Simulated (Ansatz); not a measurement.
An input for Ansatz 0.2.0 (MnS):

The input run.py:

```python
import json

import ase.io
import numpy as np

import ansatz as az

atoms = ase.io.read("POSCAR", format="vasp")
atoms.set_initial_magnetic_moments([4.0, 0.0])
atoms.set_momenta(np.full((len(atoms), 3), 0.1))

calculation = (
    az.Crystal.from_ase(atoms)
    .calculation()
    .kpoints(9, 9, 9)
    .functional("pbe")
    .pseudopotentials(kind="nc")
    .hubbard("Mn", "d", u_eff=1.0)
    .spin("collinear")
    .scf(extra_bands=6)
    .occupations(method="gaussian", width=0.1)
    .density_of_states(energy_step=0.05, projected=False, nscf_kmesh=(14, 14, 14))
    .forces()
    .stress()
    .band_table(publish=True)
)
outcome = calculation.run(threads=2, events_out="events.jsonl")

report = outcome.report
for line in open("events.jsonl"):
    event = json.loads(line)
    if event["event"] == "scf_iter":
        d = event["data"]
        print(f"SCF {d['iter']:3d}  HF = {d['harris_foulkes_ev']:.6f} eV  dr2 = {d['dr2_ev']:.2e} eV")
    elif event["event"] in ("relax_step", "md_step"):
        d = event["data"]
        print(f"{event['event']} {d['step']:3d}  E = {d['lagrangian_ev']:.6f} eV")
np.set_printoptions(precision=5, suppress=True, linewidth=110)
print("converged:", report["converged"], "after", report["n_iterations"], "iterations")
print(f"free energy {report['free_energy_ev']:.6f} eV, Fermi level {report['fermi_energy_ev']:.4f} eV")
for key in ("band_edges_ev", "magnetization_mub", "site_moments_mub", "site_moments_nc_mub", "forces_ev_ang",
                "stress_gpa"):
    if report.get(key) is not None:
        print(key, np.array(report[key]), sep="\n")
```

The input POSCAR:

```
MnS
1.0
    0.0000000000      2.6045000000      2.6045000000
    2.6045000000      0.0000000000      2.6045000000
    2.6045000000      2.6045000000      0.0000000000
Mn S
1 1
Direct
    0.0000000000      0.0000000000      0.0000000000
    0.5000000000      0.5000000000      0.5000000000
```

Potentials or basis: Ansatz NC.

Command:

```bash
$ python run.py
```

Task: What does the program do with it?

Result: The run stopped without a result. It printed:

Output:

```text
Traceback (most recent call last):
  File "run.py", line 13, in <module>
  [frames inside libraries left out]
ansatz.errors.InputError: Crystal.from_ase: the Atoms holds momenta, the first (0.1, 0.1, 0.1) on atom 0, and a crystal holds no velocity; keep the velocities first, in Å/fs (v = atoms.get_velocities() * ase.units.fs), then clear the momenta (atoms.set_momenta(None)), and state how the ions start on the run: initial_velocities= of .md, with initial_site_velocities= for an atom's own velocity (dict(enumerate(v)) for every atom's)  [md.initial_velocities]
```
